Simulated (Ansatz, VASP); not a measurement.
**One calculation of Sn, two programs**

Contents of INCAR:

```
PREC = Accurate
ENCUT = 520
EDIFF = 1E-6
ISMEAR = -1
SIGMA = 0.06
LREAL = False
LASPH = True
NELM = 60
ALGO = Fast
ISIF = 2
LWAVE = False
LCHARG = True
GGA = PE
LELF = True
LVHAR = True
NBANDS = 21
```

The input KPOINTS:

```
regular mesh
0
Gamma
  3 3 3
```

Contents of POSCAR:

```
Sn
1.0
    0.0000000000      3.2333428000      3.2333428000
    3.2333428000      0.0000000000      3.2333428000
    3.2333428000      3.2333428000      0.0000000000
Sn
2
Direct
    0.7500000000      0.7500000000      0.7500000000
    0.5000000000      0.5000000000      0.5000000000
```

File input.yaml:

```yaml
crystal:
  lattice:
    - [0.0, 3.2333428, 3.2333428]
    - [3.2333428, 0.0, 3.2333428]
    - [3.2333428, 3.2333428, 0.0]
  atoms:
    - { symbol: Sn, position: [0.75, 0.75, 0.75] }
    - { symbol: Sn, position: [0.5, 0.5, 0.5] }
kpoints:
  mp_grid: { grid: [3, 3, 3] }
scf:
  occupations: { method: fermi_dirac, width: 0.06 }
hamiltonian:
  xc: pbe
  pseudopotentials: { kind: all_electron, lapw: { basis_error: 0.004 } }
output:
  forces: true
  stress: true
  eigenvalues: true
```

This isn't the form of Sn at room conditions, which is tetragonal (white tin).

Alike in both runs: task single point; functional PBE; k mesh 3 × 3 × 3; occupations fermi-dirac, width 0.06 eV; no spin polarisation.

|  | VASP | Ansatz |
| --- | --- | --- |
| version | VASP 6.6.1 | Ansatz 0.2.0 |
| potentials or method | VASP PAW PBE potentials, release 64 (Sn_d) | all-electron LAPW, scalar-relativistic |
| plane-wave cutoff (eV) | 520 | see its input |

```tsv
	VASP	Ansatz	Ansatz less VASP
gap on the k mesh at the Fermi level (eV)	none	none	-
pressure (GPa)	5.7	5.7	+0.05
```

A gap of «none» marks a metal or a gap that the smearing closes. Ansatz ran all-electron here, so the differences hold the error of VASP's frozen core and of both bases.

Caveats: the k mesh is coarse (spacing up to 0.56 Å⁻¹), so the values aren't converged; the k mesh is thin for a metal, which can move the energy by tens of meV per atom (Ansatz).
